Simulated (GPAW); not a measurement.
Runs of GPAW 26.7.0 on C. The structure is cubic, space group Fd-3m (No. 227). Conventional cell: a = 3.567 Å, b = 3.567 Å, c = 3.567 Å, α = 90.00°, β = 90.00°, γ = 90.00°. C (site symmetry -43m) has 4 C at 1.54 Å as nearest neighbours. This isn't the form of C at room conditions, which is graphite.

```csv
task,level,potentials or basis,cell,k mesh,cutoff (eV),maxiter,eigensolver,random start of the orbitals,convergence,supercell,other keys,mesh quality,gap on the mesh (eV),pressure (GPa)
single point,PBE,"GPAW PAW data sets (gpaw-data 1.2.1), pw",as given,10 × 10 × 10,700,80,-,-,-,-,"several, not listed",not flagged,4.17,1.7
single point,PBE,"GPAW PAW data sets (gpaw-data 1.2.1), pw",as given,7 × 7 × 7,800,100,-,-,-,-,"several, not listed",coarse,(a),1.4
gruneisen,revPBE,"the program's PAW data sets (release 1.2.1) made for this functional, pw",relaxed,13 × 13 × 13,680,60,-,yes,density=1e-06 eigenstates=1e-09,1 × 1 × 1,"several, not listed",not flagged,4.11,0.1
phonons,r2SCAN,"GPAW PAW data sets (gpaw-data 1.2.1), pw",relaxed,13 × 13 × 13,680,150,-,-,density=1e-06 eigenstates=1e-09,1 × 1 × 1,-,not flagged,(b),0.0
single point,HSE06,"GPAW PAW data sets (gpaw-data 1.2.1), pw",as given,6 × 6 × 6,600,60,-,-,-,-,-,coarse,5.40,-
```

Alike in all rows: no spin polarisation; smearing fermi-dirac 0.05 eV.

Problem. Fill in the values left out.

Solution. (a) 4.26; (b) 4.37.

Caveats: some runs use coarse meshes; the cutoff is short for stress and forces, so pressures can be off by a GPa or more (some runs); an odd mesh through Γ misses points on the zone boundary, where band edges often lie (some runs); the PAW data sets were made with another functional, which shifts forces and pressure a little (some runs); the density grid can change from cell to cell, which puts small steps into energies and stress (some runs).
